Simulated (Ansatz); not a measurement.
Input of an Ansatz 0.2.0 run:

File input.yaml:

```yaml
crystal:
  lattice:
    - [0.0, 3.0315, 3.0315]
    - [3.0315, 0.0, 3.0315]
    - [3.0315, 3.0315, 0.0]
  atoms:
    - { symbol: I, position: [0.0, 0.0, 0.0] }
    - { symbol: Cu, position: [0.75, 0.75, 0.75] }
kpoints:
  mp_grid: { grid: [8, 8, 8] }
scf:
  occupations: { method: fixed }
hamiltonian:
  xc: lda
  pseudopotentials: { kind: all_electron, datasets: crystal }
output: {}
dielectric: {}
```

Potentials or basis: all-electron PAW datasets made for the crystal.

Run with:

```bash
$ ansatz run input.yaml --threads 1 --pin off --max-ram 3072MiB --backend cpu --events-out ev --progress --plain --runs-dir out
```

Task: Predict the electronic dielectric tensor (diagonal).

Result: 6.55.

Task: What does it give for the Born charges (mean of the diagonal)?

Result: I -1.13; Cu +1.13 e.

Task: Estimate the band gap on the k mesh.

Result: 0.94 eV, direct.

Born effective charge tensors (e):
atom 1, I
```
-1.13  0.00  0.00
 0.00 -1.13  0.00
 0.00  0.00 -1.13
```
atom 2, Cu
```
1.13 0.00 0.00
0.00 1.13 0.00
0.00 0.00 1.13
```

Caveat: the program warned that the printed levels may be off, so bands, gaps and densities of states are rough; spin-orbit coupling is left out, which moves the levels of the heavy elements.

**What was measured.**

From a printed reference work, data compilation, for a bulk crystal of CuI: high-frequency dielectric constant 4.84.

Measured high-frequency dielectric constant of CuI: 4.84 (a printed reference work, data compilation). This calculation gives 6.55 (+35.4 %). So large a miss can be the level of theory's own, or it may mean another phase, state or a wrong row.
